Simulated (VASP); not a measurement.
A run of VASP 6.6.1 is set up as follows.

Contents of INCAR:

```
  ALGO = Fast
  DIPOL = 0.5 0.5 0.500
  EDIFF = 1E-6
  ENCUT = 520
  GGA = PS
  IDIPOL = 3
  ISIF = 2
  ISMEAR = 1
  KPAR = 8
  LASPH = True
  LCHARG = True
  LDIPOL = True
  LREAL = False
  LVACPOTAV = True
  LVHAR = True
  LWAVE = False
  NELM = 60
  PREC = Accurate
  SIGMA = 0.1
```

KPOINTS

```
k-points
0
Gamma
  10 10 1
```

The input POSCAR:

```
CdO
1.0
    3.3226947650      0.0000000000      0.0000000000
    0.0000000000      3.3226947650      0.0000000000
    0.0000000000      0.0000000000     21.7475000026
Cd O
6 6
Direct
    0.5000000000      0.5000000000      0.2299114841
    1.0000000000      0.0000000000      0.3379468904
    0.5000000000      0.5000000000      0.4459822968
    1.0000000000      0.0000000000      0.5540177032
    0.5000000000      0.5000000000      0.6620531096
    1.0000000000      0.0000000000      0.7700885159
    1.0000000000      1.0000000000      0.2299114841
    0.5000000000      0.5000000000      0.3379468904
    1.0000000000      1.0000000000      0.4459822968
    0.5000000000      0.5000000000      0.5540177032
    1.0000000000      0.0000000000      0.6620531096
    0.5000000000      0.5000000000      0.7700885159
```

Potentials or basis: VASP PAW PBE potentials, release 64 (Cd, O).

Command:

```console
$ cat potpaw_PBE.64/Cd/POTCAR potpaw_PBE.64/O/POTCAR > POTCAR
$ mpirun -np 8 vasp_std > vasp.out
```

Predict the work function of the upper face.

4.85 eV.

What does it give for the work function of the lower face?

4.85 eV.

What does it give for the largest force?

0.094 eV/Å.

What does it give for the band gap on the k mesh?

None (metal or under the smearing width).

Forces in eV/Å, atoms in the order of the input:
```
Cd   0.000  0.000  0.094
Cd   0.000  0.000 -0.055
Cd   0.000  0.000 -0.006
Cd   0.000  0.000  0.006
Cd   0.000  0.000  0.055
Cd   0.000  0.000 -0.094
O    0.000  0.000 -0.092
O    0.000  0.000 -0.013
O    0.000  0.000  0.001
O    0.000  0.000 -0.001
O    0.000  0.000  0.013
O    0.000  0.000  0.092
```

Caveat: the PAW data sets were made with another functional, which shifts forces and pressure a little.
